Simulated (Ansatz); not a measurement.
SiO2: field gradients at two levels of theory

Cell: a Materials Project structure (computed, not necessarily an observed phase), atoms as given.

Space group Cccm (No. 66); a = 10.2855, b = 11.9940, c = 10.0661 Å.

| site | Wyckoff | site symmetry | x | y | z |
| --- | --- | --- | --- | --- | --- |
| Si1 | 16m | 1 | 0.6061 | 0.7850 | 0.8490 |
| Si9 | 4b | 222 | 0.5000 | 0.0000 | 0.7500 |
| O11 | 16m | 1 | 0.5900 | 0.9196 | 0.8407 |
| O19 | 8l | ..m | 0.5822 | 0.7444 | 0.0000 |
| O23 | 8h | .2. | 0.5000 | 0.7294 | 0.7500 |
| O27 | 8k | ..2 | 0.2500 | 0.2500 | 0.8021 |

One atom of each set is listed; the run and its k-mesh use a cell of 30 atoms with edges of 7.90, 7.90, 10.07 Å.

First run. Method: Kohn–Sham DFT in Ansatz, PBE, plane waves and PAW, scalar-relativistic, 420 eV cutoff, Γ-centred 3×3×3 k-points, Fermi–Dirac smearing 0.02 eV.

```tsv
site	V_zz (10²¹ V/m²)	η
Si1	-1.35	0.90
Si9	-2.01	0.26
O11	8.59	0.20
O19	9.13	0.27
O23	8.78	0.23
O27	9.33	0.12
```

Second run. The same atoms and settings, except that the functional is r2SCAN and the cutoff is 500 eV.

Task: Given the first result, estimate the second.

Result: 

| site | V_zz | η | change of V_zz |
| --- | --- | --- | --- |
| Si1 | -1.32 | 0.90 | +0.03 |
| Si9 | -1.99 | 0.25 | +0.02 |
| O11 | 8.51 | 0.20 | -0.08 |
| O19 | 9.02 | 0.27 | -0.11 |
| O23 | 8.70 | 0.23 | -0.08 |
| O27 | 9.24 | 0.12 | -0.09 |

The largest change of V_zz is on O19, from 9.13 to 9.02. In per cent, |V_zz| changes by -2 to -1 on Si, -1 on O (all sites that start above 0.5).

For the first run: The largest force is 0.5 eV/Å, so the atoms aren't at the calculated equilibrium and relaxing them would move these values.
